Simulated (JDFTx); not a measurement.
# Si (Fd-3m) in JDFTx: further runs

Aim: see how the results for Si move with the level of theory and the settings. Levels: PBE0 (exact-exchange share 0.25), PBE0 (exact-exchange share 0.3), PBE0 (exact-exchange share 0.4). Tasks: single point.

Program: JDFTx 1.7.0 (patched build). These are calculated values, not measurements. Logs are shortened: lines on timing, memory, paths and dates and some standing lists are left out, and cuts for length are marked. The log counts tension as positive stress, the text compression.

## (1) Starting point

Symmetry: Fd-3m, No. 227, cubic system. Conventional cell: a = 5.444 Å, b = 5.444 Å, c = 5.444 Å, α = 90.00°, β = 90.00°, γ = 90.00°. Si (site symmetry -43m) is surrounded by 4 Si at 2.36 Å.

## (2) Single point, PBE0 (exact-exchange share 0.25)

Contents of Si.in:

```
lattice \
    0.0000000000     5.1435532945     5.1435532945 \
    5.1435532945     0.0000000000     5.1435532945 \
    5.1435532945     5.1435532945     0.0000000000
coords-type Lattice
ion Si     0.5000000000     0.5000000000     0.5000000000 1
ion Si     0.7500000000     0.7500000000     0.7500000000 1

ion-species pseudo/Si.upf
elec-cutoff 18 144
elec-ex-corr hyb-PBE0
exchange-parameters 0.25
kpoint-folding 3 3 3
elec-smearing Fermi 0.0018374661
elec-n-bands 9
electronic-SCF nIterations 100 energyDiffThreshold 1e-07
electronic-minimize nIterations 30 energyDiffThreshold 1e-7
converge-empty-states yes
forces-output-coords Cartesian

dump-name run.$VAR
dump End Ecomponents EigStats BandEigs Kpoints Forces Stress ElecDensity Dtot KEdensity
```

Potentials or basis: PseudoDojo-SR-PBE-0.5-standard with smoothed tails.

Run with:

```bash
$ jdftx -c 1 -i Si.in -o Si.out
```

The program printed:

```text
*************** JDFTx 1.7.0 (patched build) ***************

Input parsed successfully to the following command list (including defaults):
[... the input with its defaults ...]

---------- Setting up symmetries ----------

Found 48 point-group symmetries of the bravais lattice
Found 48 space-group symmetries with basis
Applied RMS atom displacement 0 bohrs to make symmetries exact.

---------- Initializing the Grid ----------
R =
[            0      5.14355      5.14355  ]
[      5.14355            0      5.14355  ]
[      5.14355      5.14355            0  ]
unit cell volume = 272.157
G =
[  -0.610783   0.610783   0.610783  ]
[   0.610783  -0.610783   0.610783  ]
[   0.610783   0.610783  -0.610783  ]
Minimum fftbox size, Smin = [  40  40  40  ]
Chosen fftbox size, S = [  40  40  40  ]

---------- Initializing tighter grid for wavefunction operations ----------
R =
[            0      5.14355      5.14355  ]
[      5.14355            0      5.14355  ]
[      5.14355      5.14355            0  ]
unit cell volume = 272.157
G =
[  -0.610783   0.610783   0.610783  ]
[   0.610783  -0.610783   0.610783  ]
[   0.610783   0.610783  -0.610783  ]
Minimum fftbox size, Smin = [  28  28  28  ]
Chosen fftbox size, S = [  28  28  28  ]

---------- Exchange Correlation functional ----------
Initalized PBE GGA exchange.
Initalized PBE GGA correlation.
Will include 0.25 x exact exchange.

---------- Setting up pseudopotentials ----------
Width of ionic core gaussian charges (only for fluid interactions / plotting) set to 0

Reading pseudopotential file 'pseudo/Si.upf':
  'Si' pseudopotential, 'PBE' functional
  Generated using ONCVPSP code by D. R. Hamann
  4 valence electrons, 2 orbitals, 6 projectors, 1001 radial grid points, with lMax = 2
    3S    l: 0   occupation:  2.0   eigenvalue: -0.397365
    3P    l: 1   occupation:  2.0   eigenvalue: -0.149981
  Core radius for overlap checks: 1.86 bohrs.

Initialized 1 species with 2 total atoms.

Folded 1 k-points by 3x3x3 to 27 k-points.

---------- Setting up k-points, bands, fillings ----------
Reduced to 4 k-points under symmetry.
Computing the number of bands and number of electrons
Calculating initial fillings.
nElectrons:   8.000000   nBands: 9   nStates: 4

----- Setting up reduced wavefunction bases (one per k-point) -----
average nbasis = 993.074 , ideal nbasis = 992.710

----- Initializing Supercell corresponding to k-point mesh -----
Lattice vector linear combinations in supercell:
[   3   0   0  ]
[   0   3   0  ]
[   0   0   3  ]
Supercell lattice vectors:
[  0  15.4307  15.4307  ]
[  15.4307  0  15.4307  ]
[  15.4307  15.4307  0  ]

-------- Setting up exchange kernel --------
Creating Wigner-Seitz truncated kernel on k-point supercell with sample count [  90 90 90 ]
Constructing Wigner-Seitz cell: 12 faces (12 quadrilaterals, 0 hexagons)
Gaussian width for range separation: 1.1497 bohrs.
FFT grid for long-range part: [ 90 90 90 ].
Planning fourier transform ... Done.
Computing truncated long-range part in real space ... Done.
Adding short-range part in reciprocal space ... Done.
Splitting supercell kernel to unit-cell with k-points ... Done.

---------- Setting up exact exchange ----------
Optimizing transforms to minimize k-point pairs ... done (1650 steps).
Reduced 729 k-pairs to 183 under symmetries.
Transforms per reduced k-pair: 1 min, 20 max, 11.4 mean.
Per-iteration cost relative to semi-local calculation ~ 100

---------- Setting up ewald sum ----------
Optimum gaussian width for ewald sums = 2.336113 bohr.
Real space sum over 1331 unit cells with max indices [  5  5  5  ]
Reciprocal space sum over 2197 terms with max indices [  6  6  6  ]

---------- Allocating electronic variables ----------
Initializing wave functions:  linear combination of atomic orbitals
Note: number of bands (9) exceeds available atomic orbitals (8)
Initializing semi-local functional for LCAO:
Initalized PBE GGA exchange.
Initalized PBE GGA correlation.
Si pseudo-atom occupations:   s ( 2 )  p ( 2 )
	FillingsUpdate:  mu: +0.273173177  nElectrons: 8.000000
LCAOMinimize: Iter:   0  F: -7.9616297666296658  |grad|_K:  3.622e-04  alpha:  1.000e+00
	FillingsUpdate:  mu: +0.272972171  nElectrons: 8.000000
LCAOMinimize: Iter:   1  F: -7.9616499979463251  |grad|_K:  5.617e-06  alpha:  9.518e-01  linmin:  7.368e-03  cgtest: -5.812e-03
	FillingsUpdate:  mu: +0.272973422  nElectrons: 8.000000
LCAOMinimize: Iter:   2  F: -7.9616500030458095  |grad|_K:  3.286e-08  alpha:  9.981e-01  linmin: -4.822e-03  cgtest:  3.569e-02
LCAOMinimize: Encountered beta<0, resetting CG.
	FillingsUpdate:  mu: +0.272973444  nElectrons: 8.000000
LCAOMinimize: Iter:   3  F: -7.9616500030460431  |grad|_K:  6.893e-09  alpha:  1.154e+00  linmin:  4.497e-01  cgtest: -9.936e-01
LCAOMinimize: Converged (|Delta F|<1.000000e-06 for 2 iters).

-------- Electronic minimization -----------
Will mix electronic density at each iteration.
Constructing ACE exchange operator ... done.

	FillingsUpdate:  mu: +0.272973444  nElectrons: 8.000000
	FillingsUpdate:  mu: +0.233720880  nElectrons: 8.000000
SCF: Cycle:  0   F: -7.862142252354850   dF: -5.149e-02   |Residual|: 6.272e-02   |deigs|: 1.085e-01
	FillingsUpdate:  mu: +0.236186886  nElectrons: 8.000000
SCF: Cycle:  1   F: -7.863972770361022   dF: -1.831e-03   |Residual|: 3.596e-02   |deigs|: 3.918e-03
	FillingsUpdate:  mu: +0.241621083  nElectrons: 8.000000
SCF: Cycle:  2   F: -7.865062557038117   dF: -1.090e-03   |Residual|: 5.410e-03   |deigs|: 5.264e-03
	FillingsUpdate:  mu: +0.241231189  nElectrons: 8.000000
SCF: Cycle:  3   F: -7.864987781432495   dF: +7.478e-05   |Residual|: 2.480e-03   |deigs|: 7.068e-04
	FillingsUpdate:  mu: +0.241891208  nElectrons: 8.000000
SCF: Cycle:  4   F: -7.865038067268831   dF: -5.029e-05   |Residual|: 1.967e-04   |deigs|: 6.203e-04
	FillingsUpdate:  mu: +0.241907727  nElectrons: 8.000000
SCF: Cycle:  5   F: -7.865038083338430   dF: -1.607e-08   |Residual|: 5.867e-05   |deigs|: 1.857e-04
	FillingsUpdate:  mu: +0.241919450  nElectrons: 8.000000
SCF: Cycle:  6   F: -7.865039738281554   dF: -1.655e-06   |Residual|: 1.692e-05   |deigs|: 3.177e-04
[... 171 lines left out ...]
	FillingsUpdate:  mu: +0.239926317  nElectrons: 8.000000
SCF: Cycle:  0   F: -7.877818398083197   dF: -2.248e-08   |Residual|: 1.967e-08   |deigs|: 2.892e-07
	FillingsUpdate:  mu: +0.239926321  nElectrons: 8.000000
SCF: Cycle:  1   F: -7.877818397780605   dF: +3.026e-10   |Residual|: 5.960e-09   |deigs|: 1.407e-07
SCF: Converged (|Residual|<1.000000e-07 for 2 iters).

	FillingsUpdate:  mu: +0.239926321  nElectrons: 8.000000
VxxLoop: Iter:  8   F: -7.877818397780605   dF: -2.218e-08
Setting wave functions to eigenvectors of Hamiltonian
Converging empty states (this may take a while):
EmptyStates: None of the convergence criteria satisfied.
|deigs|: 1.749e-04
Computing exact exchange ... done.

# Stress tensor in Cartesian coordinates [Eh/a0^3]:
[ -6.75949e-05            0            0  ]
[            0 -6.75949e-05            0  ]
[            0            0 -6.75949e-05  ]

# Ionic positions in lattice coordinates:
ion Si   0.500000000000000   0.500000000000000   0.500000000000000 1
ion Si   0.750000000000000   0.750000000000000   0.750000000000000 1

# Forces in Cartesian coordinates:
force Si   0.000000000000000   0.000000000000000  -0.000000000000000 1
force Si   0.000000000000000   0.000000000000000  -0.000000000000000 1

# Energy components:
   Eewald =       -8.3783295099159947
       EH =        0.5771891901513621
     Eloc =       -1.7667437293244292
      Enl =        1.1109801248445437
      Exc =       -2.4169893309170916
 Exc_core =        0.4164747620856203
      EXX =       -0.5374896514968956
       KE =        3.1170897468077250
-------------------------------------
     Etot =       -7.8778183977651626
       TS =        0.0000000000154423
-------------------------------------
        F =       -7.8778183977806053

IonicMinimize: Iter:   0  F: -7.877818397780605  |grad|_K:        nan
IonicMinimize: None of the convergence criteria satisfied after 0 iterations.

#--- Lowdin population analysis ---
# oxidation-state Si +0.039 +0.039

Dumping 'run.eigStats' ...
	eMin: -0.283708 at state 0 ( [ +0.000000 +0.000000 +0.000000 ] spin 0 )
	HOMO: +0.201551 at state 0 ( [ +0.000000 +0.000000 +0.000000 ] spin 0 )
	mu  : +0.239926
	LUMO: +0.279576 at state 2 ( [ +0.000000 +0.333333 +0.333333 ] spin 0 )
	eMax: +0.637140 at state 2 ( [ +0.000000 +0.333333 +0.333333 ] spin 0 )
	HOMO-LUMO gap: +0.078025
	Optical gap  : +0.150346 at state 0 ( [ +0.000000 +0.000000 +0.000000 ] spin 0 )
WARNING: the last solve of the electrons (or of bands or displaced states from it) ended unconverged.
Done!
[note: mu as printed may lie anywhere between the filled and the empty levels]
```

Run time: 4.3 min. Hardware: 1 thread of Arm Neoverse V1, shared host; peak memory 0.09 GiB.

Results:

| Property | Result |
| --- | --- |
| Free energy | -214.3664 eV |
| Pressure | 2.0 GPa |
| Band gap on the k mesh | 2.12 eV, indirect (least direct gap 4.09 eV) |

Caveat: the k mesh is coarse (spacing up to 0.67 Å⁻¹), so the values aren't converged, least of all with exact exchange; the empty levels aren't tightly converged; the hybrid runs on potentials with a model core; the potentials were made for another functional, which shifts forces and pressure; an odd mesh through Γ misses points on the zone boundary, where band edges often lie.

## (3) Single point, PBE0 (exact-exchange share 0.3)

Edit Si.in of step 2 so:

```diff
@@ -11,3 +11,3 @@
 elec-ex-corr hyb-PBE0
-exchange-parameters 0.25
+exchange-parameters 0.3
 kpoint-folding 3 3 3
@@ -21,2 +21,2 @@
 dump-name run.$VAR
-dump End Ecomponents EigStats BandEigs Kpoints Forces Stress ElecDensity Dtot KEdensity
+dump End Ecomponents EigStats BandEigs Kpoints Forces Stress
```

Potentials or basis: PseudoDojo-SR-PBE-0.5-standard with smoothed tails.

Run with:

```bash
$ jdftx -c 1 -i Si.in -o Si.out
```

It took 4.4 min on 1 thread of Arm Neoverse V1, shared host; peak memory 0.09 GiB.

The run converged. Its results:

```
Free energy            : -214.2795 eV
Pressure               : 1.8 GPa
Band gap on the k mesh : 2.42 eV, indirect (least direct gap 4.42 eV)
```

Levels at points of the mesh, in eV from the valence-band top:
| k point | band 1 | band 2 | band 3 | band 4 | band 5 | band 6 |
| --- | --- | --- | --- | --- | --- | --- |
| (0.00, 0.00, 0.00) | -13.45 | 0.00 | 0.00 | 0.00 | 4.42 | 4.42 |

Caveat: the k mesh is coarse (spacing up to 0.67 Å⁻¹), so the values aren't converged, least of all with exact exchange; the empty levels aren't tightly converged; the hybrid runs on potentials with a model core; the potentials were made for another functional, which shifts forces and pressure; an odd mesh through Γ misses points on the zone boundary, where band edges often lie.

## (4) Single point, PBE0 (exact-exchange share 0.4)

Edit Si.in of step 3 so:

```diff
@@ -11,3 +11,3 @@
 elec-ex-corr hyb-PBE0
-exchange-parameters 0.3
+exchange-parameters 0.4
 kpoint-folding 3 3 3
```

Run with:

```bash
$ jdftx -c 1 -i Si.in -o Si.out
```

It took 4.9 min on 1 thread of Arm Neoverse V1, shared host; peak memory 0.09 GiB.

Results (log left out):

- Free energy: -214.1130 eV
- Pressure: 1.4 GPa
- Band gap on the k mesh: 3.01 eV, indirect (least direct gap 5.07 eV)

Levels at points of the mesh, in eV from the valence-band top:
```
           k point  band 2  band 3  band 4  band 5
(0.00, 0.00, 0.00)    0.00    0.00    0.00    5.07
```

Caveat: the k mesh is coarse (spacing up to 0.67 Å⁻¹), so the values aren't converged, least of all with exact exchange; the empty levels aren't tightly converged; the hybrid runs on potentials with a model core; the potentials were made for another functional, which shifts forces and pressure; an odd mesh through Γ misses points on the zone boundary, where band edges often lie.

## (5) The reference run

An earlier run on the cell as given: functional PBEsol; potentials or basis PseudoDojo-SR-PBEsol-0.4.1-standard with smoothed tails; cutoff 490 eV; density cutoff 3918 eV; k mesh 8 × 8 × 8; occupations fermi-dirac, width 0.05 eV; no spin polarisation.

- Pressure: -0.6 GPa
- Band gap on the k mesh: 0.52 eV, indirect (least direct gap 2.51 eV)

## (6) The runs side by side

| level | potentials or basis | k mesh | share of exact exchange | SCF threshold on the energy | mesh quality | gap on the mesh (eV) | pressure (GPa) |
| --- | --- | --- | --- | --- | --- | --- | --- |
| PBE0 (exact-exchange share 0.25) | PseudoDojo-SR-PBE-0.5-standard with smoothed tails | 3 × 3 × 3 | 0.25 | 1e-07 Ha | coarse | 2.12 | 2.0 |
| PBE0 (exact-exchange share 0.3) | PseudoDojo-SR-PBE-0.5-standard with smoothed tails | 3 × 3 × 3 | 0.3 | 1e-07 Ha | coarse | 2.42 | 1.8 |
| PBE0 (exact-exchange share 0.4) | PseudoDojo-SR-PBE-0.5-standard with smoothed tails | 3 × 3 × 3 | 0.4 | 1e-07 Ha | coarse | 3.01 | 1.4 |
| PBEsol | PseudoDojo-SR-PBEsol-0.4.1-standard with smoothed tails | 8 × 8 × 8 | - | 1e-09 Ha | not flagged | 0.52 | -0.6 |

Alike in all rows: task single point; no spin polarisation; cell as given; cutoff (eV) 490; smearing fermi-dirac 0.05 eV.

Caveats: some runs use coarse meshes; the empty levels aren't tightly converged; the hybrid runs on potentials with a model core (some runs); the potentials were made for another functional, which shifts forces and pressure (some runs); an odd mesh through Γ misses points on the zone boundary, where band edges often lie (some runs).

Total energies depend on the potentials used, so only differences within one code and one set of settings carry meaning.
